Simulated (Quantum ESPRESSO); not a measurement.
Co in Quantum ESPRESSO: the effect of Hubbard term

Crystal: Co.

```
CELL_PARAMETERS angstrom
2.47200 0.00000 0.00000
-1.23600 2.14081 0.00000
0.00000 0.00000 4.02114
ATOMIC_POSITIONS crystal
Co 0.66667 0.33333 0.75000
Co 0.33333 0.66667 0.25000
```

Alike in all runs:

| Item | Value |
| --- | --- |
| Program | Quantum ESPRESSO 7.5 |
| Task | single point |
| Functional | PBEsol |
| Potentials or basis | GBRV 1.5 PBEsol |
| Cutoff | 762 eV |
| Density cutoff | 6095 eV |
| k mesh | 12 × 12 × 7 |
| Occupations | fermi-dirac, width 0.05 eV |
| Spin | collinear spin, ferromagnetic start |
| Starting moments | [2.0, 2.0] μB |
| Hubbard projectors | ortho-atomic |
| Mixing beta | 0.3 |
| Most SCF iterations | 120 |
| SCF threshold | 4e-10 Ry |

Problem. One run gave: pressure -1.7 GPa; moment 3.57 μB. Which Hubbard term did it use?
A. Co d U = 2 eV
B. Co d U = 8 eV
C. Co d U = 3 eV
D. Co d U = 5 eV
E. Co d U = 1 eV

Solution. A.

| Hubbard term | pressure (GPa) | moment (μB) |
| --- | --- | --- |
| Co d U = 1 eV | -3.7 | 3.43 |
| Co d U = 2 eV | -1.7 | 3.57 |
| Co d U = 3 eV | -0.7 | 3.60 |
| Co d U = 4 eV | 2.4 | 3.67 |
| Co d U = 5 eV | 3.0 | 3.67 |
| Co d U = 6 eV | 3.9 | 3.76 |
| Co d U = 8 eV | 6.4 | 3.86 |

Caveats: the U is typed as a test and isn't derived for this compound.

Not every run made on this cell is shown here.
